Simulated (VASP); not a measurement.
Set up this calculation in VASP 6.6.1, as the native input.

* Task: single point
* Functional: PBE
* Potentials or basis: VASP PAW PBE potentials, release 64 (In_d)
* Cutoff: 520 eV
* k mesh: 6 × 6 × 6
* Occupations: gaussian, width 0.1 eV
* Spin: no spin polarisation
* Dipole correction: no
* Further INCAR settings: ALGO = Fast; EDIFF = 1e-06; NBANDS = 40

The structure of In lies in POSCAR:

```
In
1.0
    2.8131662449      1.6241822887      5.4783721942
   -2.8131662449      1.6241822887      5.4783721942
    0.0000000000     -3.2483645775      5.4783721942
In
5
Direct
    0.0868277947      0.4043519122      0.7454799809
    0.7454799809      0.0868277947      0.4043519122
    0.4043519122      0.7454799809      0.0868277947
   -0.0930689481     -0.0930689481     -0.0930689481
    0.5841759269      0.5841759269      0.5841759269
```

The cell was built by a generator and needn't be a form met in nature.

The cell isn't the ideal one: random cell with space group R3 (No. 146).

One way to write it, as run:

INCAR

```
PREC = Accurate
ENCUT = 520
EDIFF = 1E-6
ISMEAR = 0
SIGMA = 0.1
LREAL = F
LASPH = T
NELM = 100
ALGO = Fast
ISIF = 2
LWAVE = F
LCHARG = F
GGA = PE
NBANDS = 40
```

KPOINTS

```
Automatic mesh
0
Gamma
  6 6 6
```

Potentials or basis: VASP PAW PBE potentials, release 64 (In_d).

The run is started by

```console
$ cat potpaw_PBE.64/In_d/POTCAR > POTCAR
$ mpirun -np 1 vasp_std > vasp.out
```

It gave:

```yaml
Pressure: 0.2 GPa
Largest_force: 0.009 eV/Å
Band_gap_on_the_k_mesh: none (metal or under the smearing width)
```

It took 3 min on 1 thread of Intel(R) Xeon(R) Platinum 8559C (Emerald Rapids), with other jobs on the host, peak memory 0.39 GiB.
